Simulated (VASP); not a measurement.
# TiO2 (P4_2/mnm) in VASP: further runs

Runs on TiO2. Level: PBE. Tasks: single point.

Everything below comes from runs of VASP 6.6.1. Logs are shortened: lines on timing, memory, paths and dates and some standing lists are left out, and cuts for length are marked.

### 1 The undisturbed crystal

The structure is tetragonal, space group P4_2/mnm (No. 136). The conventional cell has a = 4.600 Å, b = 4.600 Å, c = 2.959 Å, α = 90.00°, β = 90.00°, γ = 90.00°. Around Ti (site symmetry mmm) lie 6 O at 1.95 to 1.98 Å. Around O (site symmetry m2m) lie 3 Ti at 1.95 to 1.98 Å.

The cell is a database's computed one.

### 2 Single point, PBE

INCAR

```
  ADDGRID = False
  ALGO = Normal
  EDIFF = 1E-7
  ENCUT = 460
  GGA = PE
  ISIF = 2
  ISMEAR = 0
  LASPH = True
  LCHARG = False
  LREAL = False
  LWAVE = False
  NBANDS = 33
  NELM = 100
  PREC = Accurate
  SIGMA = 0.2
```

KPOINTS

```
k-points
0
Gamma
  3 3 4
```

POSCAR

```
TiO2
1.0
    4.5998373239      0.0000000000      0.0000000000
    0.0000000000      4.5998373239      0.0000000000
    0.0000000000      0.0000000000      2.9592135600
Ti O
2 4
Direct
    0.0158320000      0.0032400000      0.4722370000
    0.5214710000      0.5093840000      0.0048770000
    0.3233600000      0.3195450000      0.4593590000
    0.1957040000      0.8057180000      0.0434810000
    0.7872850000      0.2085030000     -0.0059320000
    0.6699180000      0.6742240000      0.5240680000
```

Potentials or basis: VASP PAW PBE potentials, release 64 (Ti_sv, O).

On the command line:

```console
cat potpaw_PBE.64/Ti_sv/POTCAR potpaw_PBE.64/O/POTCAR > POTCAR
mpirun -np 1 vasp_std > vasp.out
```

OUTCAR:

```text
EDIFF = 1E-7
   ENCUT = 460
   GGA = PE
   ISIF = 2
   ISMEAR = 0
   LASPH = True
   LREAL = False
   NELM = 100
   PREC = Accurate

 Found     19 irreducible k-points:

 Following reciprocal coordinates:
            Coordinates               Weight
  0.000000  0.000000  0.000000      1.000000
  0.333333  0.000000  0.000000      2.000000
  0.000000  0.333333  0.000000      2.000000
  0.333333  0.333333  0.000000      2.000000
 -0.333333  0.333333  0.000000      2.000000
  0.000000  0.000000  0.250000      2.000000
   k-points           NKPTS =     19   k-points in BZ     NKDIM =     19   number of bands    NBANDS=     33
   number of dos      NEDOS =    301   number of ions     NIONS =      6
   total plane-waves  NPLWV =  24576
   dimension x,y,z NGX =    32 NGY =   32 NGZ =   24
   dimension x,y,z NGXF=    64 NGYF=   64 NGZF=   48
   ions per type =               2   4
   NGX,Y,Z   is equivalent  to a cutoff of  11.57, 11.57, 13.48 a.u.
   NGXF,Y,Z  is equivalent  to a cutoff of  23.13, 23.13, 26.97 a.u.
 SYSTEM =  unknown system
   PREC   = accura    normal or accurate (medium, high low for compatibility)
   ISTART =      0    job   : 0-new  1-cont  2-samecut
   ICHARG =      2    charge: 1-file 2-atom 10-const
   ISPIN  =      1    spin polarized calculation?
   LNONCOLLINEAR =      F non collinear calculations
   LSORBIT =      F    spin-orbit coupling
   LASPH  =      T    aspherical Exc in radial PAW
   ENCUT  =  460.0 eV  33.81 Ry    5.81 a.u.   8.04  8.04  5.18*2*pi/ulx,y,z
   NELM   =    100;   NELMIN=  2; NELMDL= -5     # of ELM steps
   EDIFF  = 0.1E-06   stopping-criterion for ELM
   LREAL  =      F    real-space projection
   EDIFFG = 0.1E-05   stopping-criterion for IOM
   NSW    =      0    number of steps for IOM
   IBRION =     -1    ionic relax: 0-MD 1-quasi-New 2-CG
   NFREE  =      0    steps in history (QN), initial steepest desc. (CG)
   ISIF   =      2    stress and relaxation
   ISYM   =      2    0-nonsym 1-usesym 2-fastsym
   POTIM  = 0.5000    time-step for ionic-motion
   TEBEG  =    0.0;   TEEND  =   0.0 temperature during run
   PSTRESS=    0.0 pullay stress
   NELECT =      48.0000    total number of electrons
   NUPDOWN=      -1.0000    fix difference up-down
   EMIN   =  10.00;   EMAX   =-10.00  energy-range for DOS
   EFERMI =   0.00;   METHOD = LEGACY
   ISMEAR =     0;   SIGMA  =   0.20  broadening in eV -4-tet -1-fermi 0-gaus
   EFERMI_NEDOS =   21; number of points for ismear=-14 and -15
   IALGO  =     38    algorithm
   IMIX   =      4    mixing-type and parameters
     AMIX     =   0.40;   BMIX     =  1.00
     AMIX_MAG =   1.60;   BMIX_MAG =  1.00
  volume/ion in A,a.u.               =      10.44        70.42
  Fermi-wavevector in a.u.,A,eV,Ry     =   1.498309  2.831394 30.544140  2.244931
  Thomas-Fermi vector in A             =   2.610085
   LORBIT       =      0    0 simple, 1 ext, 2 COOP (PROOUT), +10 PAW based schemes
   GGA     = PE    functional components
   LHFCALC =     F    Hartree Fock is set to
   AEXX    =    0.0000 exact exchange contribution
   IVDW    =     0    specifies the selected vdW correction
   LEPSILON=     F    determine dielectric tensor
   LRPA    =     F    only Hartree local field effects (RPA)
 non-spin polarized calculation
 Gauss-broadening in eV      SIGMA  =   0.20
  energy-cutoff  :      460.00
  volume of cell :       62.61
 maximum number of plane-waves:      1415
   NGX = 17   NGY = 17   NGZ = 11

 number of electron      47.9999995 magnetization

 Free energy of the ion-electron system (eV)
  ---------------------------------------------------
  ext. energy  EPLUGINS =         0.00000000
  ---------------------------------------------------
  free energy    TOTEN  =       -52.56831517 eV

  energy without entropy =      -52.56831517  energy(sigma->0) =      -52.56831517

 E-fermi :   5.8350     XC(G=0): -11.3496

 val. band max:        4.9087294896   @ k =   0.0000   0.0000   0.0000
 cond. band min:       6.8669337304   @ k =   0.0000   0.3333   0.5000
 fundamental gap:      1.9582042408
 Fermi energy:         5.8349747065

 k-point     1 :       0.0000    0.0000    0.0000
  band No.  band energies     occupation
      1     -52.2828      2.00000
      2     -51.4338      2.00000
      3     -28.5803      2.00000
      4     -28.4366      2.00000
      5     -28.4040      2.00000
      6     -27.8282      2.00000
      7     -27.7293      2.00000
      8     -27.6093      2.00000
      9     -13.4897      2.00000
     10     -12.4195      2.00000
     11     -11.5932      2.00000
     12     -11.1044      2.00000
     13      -1.0217      2.00000
     14      -0.5973      2.00000
     15      -0.1063      2.00000
     16       0.4347      2.00000
     17       0.9646      2.00000
     18       2.0361      2.00000
     19       2.4011      2.00000
     20       2.9170      2.00000
     21       3.9063      2.00000
     22       4.0308      2.00000
     23       4.3221      2.00000
     24       4.9087      2.00000
     25       6.8772      0.00000
     26       7.2259      0.00000
     27       7.4799      0.00000
     28       7.8435      0.00000
     29       8.0365      0.00000
     30       9.1896      0.00000
     31       9.7403      0.00000
     32      10.9645      0.00000
     33      12.3082      0.00000

 k-point     2 :       0.3333    0.0000    0.0000
  band No.  band energies     occupation
      1     -52.2826      2.00000
      2     -51.4337      2.00000
      3     -28.5754      2.00000
      4     -28.4325      2.00000
      5     -28.4031      2.00000
      6     -27.8352      2.00000
      7     -27.7377      2.00000
      8     -27.6098      2.00000
      9     -13.1805      2.00000
     10     -12.5229      2.00000
     11     -11.7849      2.00000
     12     -11.2257      2.00000
     13      -0.6201      2.00000
     14      -0.2653      2.00000
     15       0.4375      2.00000
     16       0.5943      2.00000
     17       0.9446      2.00000
     18       1.7466      2.00000
     19       2.2743      2.00000
     20       2.7971      2.00000
     21       3.0306      2.00000
     22       3.6872      2.00000
     23       3.7623      2.00000
     24       4.3893      2.00000
     25       7.0674      0.00000
     26       7.4493      0.00000
     27       7.9367      0.00000
     28       8.3195      0.00000
     29       8.4574      0.00000
     30       9.3329      0.00000
     31       9.7004      0.00000
     32      10.7313      0.00000
     33      12.1988      0.00000

 k-point     3 :       0.0000    0.3333    0.0000
  band No.  band energies     occupation
      1     -52.2826      2.00000
      2     -51.4337      2.00000
      3     -28.5757      2.00000
      4     -28.4321      2.00000
      5     -28.4033      2.00000
      6     -27.8357      2.00000
      7     -27.7374      2.00000
      8     -27.6098      2.00000
      9     -13.1858      2.00000
     10     -12.4908      2.00000
     11     -11.8318      2.00000
     12     -11.2037      2.00000
     13      -0.6264      2.00000
     14      -0.2872      2.00000
     15       0.4409      2.00000
     16       0.6153      2.00000
     17       0.9395      2.00000
     18       1.7239      2.00000
     19       2.2782      2.00000
     20       2.7942      2.00000
     21       3.0552      2.00000
     22       3.6210      2.00000
     23       3.7554      2.00000
     24       4.5220      2.00000
     25       7.0813      0.00000
     26       7.4224      0.00000
     27       7.8974      0.00000
     28       8.3355      0.00000
     29       8.4307      0.00000
     30       9.2852      0.00000
     31       9.7457      0.00000
     32      10.7390      0.00000
     33      12.1736      0.00000

 k-point     4 :       0.3333    0.3333    0.0000
  band No.  band energies     occupation
      1     -52.2826      2.00000
      2     -51.4337      2.00000
      3     -28.5833      2.00000
      4     -28.4343      2.00000
      5     -28.4033      2.00000
      6     -27.8352      2.00000
      7     -27.7299      2.00000
      8     -27.6098      2.00000
      9     -13.0791      2.00000
     10     -12.6662      2.00000
     11     -11.6940      2.00000
     12     -11.2679      2.00000
     13      -0.8042      2.00000
     14      -0.4895      2.00000
     15       0.4211      2.00000
     16       0.8426      2.00000
     17       1.1304      2.00000
     18       2.1547      2.00000
     19       2.2375      2.00000
     20       2.9692      2.00000
     21       3.2304      2.00000
     22       3.3917      2.00000
     23       3.7079      2.00000
     24       4.0819      2.00000
     25       6.8769      0.00000
     26       7.4405      0.00000
     27       7.7642      0.00000
     28       8.2428      0.00000
     29       8.2725      0.00000
     30       9.4198      0.00000
     31       9.9130      0.00000
     32      11.0963      0.00000
     33      11.6676      0.00000

 k-point     5 :      -0.3333    0.3333    0.0000
  band No.  band energies     occupation
      1     -52.2826      2.00000
      2     -51.4337      2.00000
      3     -28.5771      2.00000
      4     -28.4403      2.00000
      5     -28.4036      2.00000
      6     -27.8281      2.00000
      7     -27.7378      2.00000
      8     -27.6095      2.00000
      9     -13.0408      2.00000
     10     -12.6427      2.00000
     11     -11.8392      2.00000
     12     -11.1894      2.00000
     13      -0.8704      2.00000
     14      -0.2741      2.00000
     15       0.3875      2.00000
     16       0.8836      2.00000
     17       0.9946      2.00000
     18       1.8807      2.00000
     19       2.4412      2.00000
     20       2.8162      2.00000
     21       3.1567      2.00000
     22       3.4750      2.00000
     23       3.7582      2.00000
     24       4.3017      2.00000
     25       7.0490      0.00000
     26       7.2132      0.00000
     27       7.8589      0.00000
     28       8.2243      0.00000
     29       8.3636      0.00000
     30       9.3213      0.00000
     31       9.8865      0.00000
     32      10.7003      0.00000
     33      11.8998      0.00000

 k-point     6 :       0.0000    0.0000    0.2500
  band No.  band energies     occupation
      1     -52.2634      2.00000
      2     -51.4092      2.00000
      3     -28.6499      2.00000
      4     -28.4956      2.00000
      5     -28.4154      2.00000
      6     -27.9735      2.00000
      7     -27.7237      2.00000
      8     -27.7057      2.00000
      9     -12.8845      2.00000
     10     -12.1375      2.00000
     11     -11.7430      2.00000
     12     -11.4098      2.00000
     13      -0.2020      2.00000
     14      -0.0238      2.00000
     15       0.4246      2.00000
     16       0.5782      2.00000
     17       0.7679      2.00000
     18       1.5135      2.00000
     19       2.2612      2.00000
     20       2.7566      2.00000
     21       2.8446      2.00000
     22       3.2793      2.00000
     23       3.8185      2.00000
     24       4.4493      2.00000
     25       7.0311      0.00000
     26       7.3925      0.00000
     27       7.6154      0.00000
     28       8.3146      0.00000
     29       8.7088      0.00000
     30       9.3563      0.00000
     31       9.7207      0.00000
     32      10.6556      0.00000
     33      11.5224      0.00000

 [... further k-points ...]

------------------------ aborting loop because EDIFF is reached ----------------------------------------

  FORCE on cell =-STRESS in cart. coord.  units (eV):
  Direction    XX          YY          ZZ          XY          YZ          ZX
  --------------------------------------------------------------------------------------
  -------------------------------------------------------------------------------------
  Total        4.9054372      5.4517974      8.0205549     -0.2337655     -0.4026917     -3.1659925
  in kB      125.5240794    139.5047644    205.2360967     -5.9817698    -10.3043822    -81.0138373
  external PRESSURE =     156.7549802 kB  Pullay stress =       0.0000000 kB

 VOLUME and BASIS-vectors are now :
 -----------------------------------------------------------------------------
  energy-cutoff  :      460.00
  volume of cell :       62.61
      direct lattice vectors                 reciprocal lattice vectors
     4.599837324  0.000000000  0.000000000     0.217398993  0.000000000  0.000000000
     0.000000000  4.599837324  0.000000000     0.000000000  0.217398993  0.000000000
     0.000000000  0.000000000  2.959213560     0.000000000  0.000000000  0.337927622

 POSITION                                       TOTAL-FORCE (eV/Angst)
 -----------------------------------------------------------------------------------
      0.07282      0.01490      1.39745        -0.369458      2.024425      0.554347
      2.39868      2.34308      0.01443        -1.287646     -1.285245      0.596432
      1.48740      1.46986      1.35934        -3.372245     -2.819531      1.694034
      0.90021      3.70617      0.12867        -0.661464      0.304343     -1.574140
      3.62138      0.95908      2.94166         2.235319     -2.139094      0.520729
      3.08151      3.10132      1.55083         3.455494      3.915103     -1.791402
 -----------------------------------------------------------------------------------
    total drift:                                0.000062      0.000008      0.000432

  FREE ENERGIE OF THE ION-ELECTRON SYSTEM (eV)
  ---------------------------------------------------
  free  energy   TOTEN  =       -52.5683151740 eV

  energy  without entropy=      -52.5683151740  energy(sigma->0) =      -52.56831517
```

Run time: 30 s. Hardware: 1 thread of Intel Xeon Platinum 8488C (Sapphire Rapids), shared host; peak memory 0.17 GiB.

The run converged, but some of its settings lie outside the range that counts as converged, so its numbers aren't taken as properties of the crystal.

What came out:

```yaml
Free_energy: -52.5683 eV
Pressure: 15.7 GPa
Largest_force: 5.521 eV/Å
Band_gap_on_the_k_mesh: 1.96 eV, indirect (least direct gap 1.97 eV)
```

Caveat: the k mesh is coarse (spacing up to 0.53 Å⁻¹), so the values aren't converged; the cutoff is under 1.25 times the usual one of these potentials, so pressure, stress and relaxed cells hold a basis-set (Pulay) error; an odd mesh through Γ misses points on the zone boundary, where band edges often lie.

(Part 1 of 2 ends here.)
